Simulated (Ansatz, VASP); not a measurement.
# Tl in VASP and in Ansatz

The input INCAR:

```
PREC = Accurate
ENCUT = 520
EDIFF = 1E-6
ISMEAR = -1
SIGMA = 0.1
LREAL = False
LASPH = True
NELM = 60
ALGO = Normal
ISIF = 2
LWAVE = False
LCHARG = True
GGA = RP
LELF = True
LVHAR = True
NBANDS = 12
```

KPOINTS

```
Automatic mesh
0
Gamma
  12 12 12
```

POSCAR

```
Tl
1.0
   -2.0640846721      2.0640846721      2.0640846721
    2.0640846721     -2.0640846721      2.0640846721
    2.0640846721      2.0640846721     -2.0640846721
Tl
1
Direct
    0.0000000000      0.0000000000      0.0000000000
```

Input for Ansatz:

```yaml
crystal:
  lattice:
    - [-2.0640846721, 2.0640846721, 2.0640846721]
    - [2.0640846721, -2.0640846721, 2.0640846721]
    - [2.0640846721, 2.0640846721, -2.0640846721]
  atoms:
    - { symbol: Tl, position: [0.0, 0.0, 0.0] }
hamiltonian:
  xc: rpbe
  pseudopotentials:
    kind: paw
    azcp:
      Tl: "pseudopotentials/Tl.paw.azcp"
basis:
  ecutwfc: 420
  fft_grid_basis: typed
kpoints:
  mp_grid: { grid: [12, 12, 12], shift: [0, 0, 0] }
magnetization:
  spin_polarized: false
scf:
  occupations: { method: fermi_dirac, width: 0.1 }
  lower_state_search: "off"
output:
  stress: true
```

Alike in both runs: task single point; functional RPBE; k mesh 12 × 12 × 12; occupations fermi-dirac, width 0.1 eV; no spin polarisation.

|  | VASP | Ansatz |
| --- | --- | --- |
| version | VASP 6.6.1 | Ansatz 0.2.0 |
| potentials or method | VASP PAW PBE potentials, release 64 (Tl_d) | plane waves (420 eV) with PAW, scalar-relativistic |
| plane-wave cutoff (eV) | 520 | 420 |
| valence electrons in the cell | 13 | 13 |

|  | VASP | Ansatz | Ansatz less VASP |
| --- | --- | --- | --- |
| pressure (GPa) | -0.8 | -0.7 | +0.05 |

Caveats: the PAW data sets were made with another functional, which shifts forces and pressure a little (VASP). The runs have no spin-orbit coupling, so splittings on Tl are missing.
